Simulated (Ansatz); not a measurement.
Co:

```
Co
1.0
     2.48736    0.00000    0.00000
    -1.24368    2.15412    0.00000
     0.00000    0.00000    4.06329
Co
2
Cartesian
  0.0000 1.4361 3.0074
  1.2437 0.7180 1.0559
```

- Program: Ansatz 0.2.0
- Task: relaxation of cell and atoms
- Functional: HSEsol
- Potentials or basis: Ansatz PAW
- Cutoff: 420 eV (not typed: the program's choice for these potentials)
- k mesh: 6 × 6 × 4
- Occupations: fermi-dirac, width 0.05 eV
- Spin: collinear spin, ferromagnetic start
- Starting moments: [2.0, 2.0] μB

At the start: volume 10.89 Å³/atom.

Problem. How do energy, volume and symmetry change on relaxing?

Solution. It ends after 9 steps and the volume is 10.65 Å³/atom (-2.1 %); space group P-3m1 (No. 164, to 0.05 Å); moment 3.53 μB per cell.

Step by step:
| step | energy change (eV) | largest force (eV/Å) | volume (Å³) |
| --- | --- | --- | --- |
| 1 | 0.0000 | 0.1508 | 21.77 |
| 2 | -0.0211 | 0.1692 | 21.57 |
| 3 | -0.0276 | 0.1656 | 21.13 |
| 4 | -0.0298 | 0.0051 | 21.34 |
| 5 | -0.0299 | 0.0034 | 21.31 |
| 6 | -0.0299 | 0.0010 | 21.31 |
| 7 | -0.0287 | 0.0012 | 21.31 |
| 8 | -0.0287 | 0.0002 | 21.31 |
| 9 | -0.0287 | 0.0002 | 21.31 |

Final structure:
```yaml
crystal:
  lattice:
    - [2.44156, 0.00000, 0.00000]
    - [-1.22078, 2.11445, 0.00000]
    - [0.00000, 0.00000, 4.12775]
  atoms:
    - { symbol: Co, position: [0.33333, 0.66667, 0.74229] }
    - { symbol: Co, position: [0.66667, 0.33333, 0.25771] }
```

Caveat: the k mesh is coarse (spacing up to 0.49 Å⁻¹), so the values aren't converged, least of all with exact exchange; the magnetic or orbital state may not be the lowest; the plane-wave basis is chosen anew once the cell has moved, so the energies of steps on either side of that aren't comparable; the pressure holds a Pulay correction of +0.4 GPa for the finite cutoff; the PAW data sets come from PBE, with cores solved anew for the run's functional, which leaves a small shift of forces and pressure.
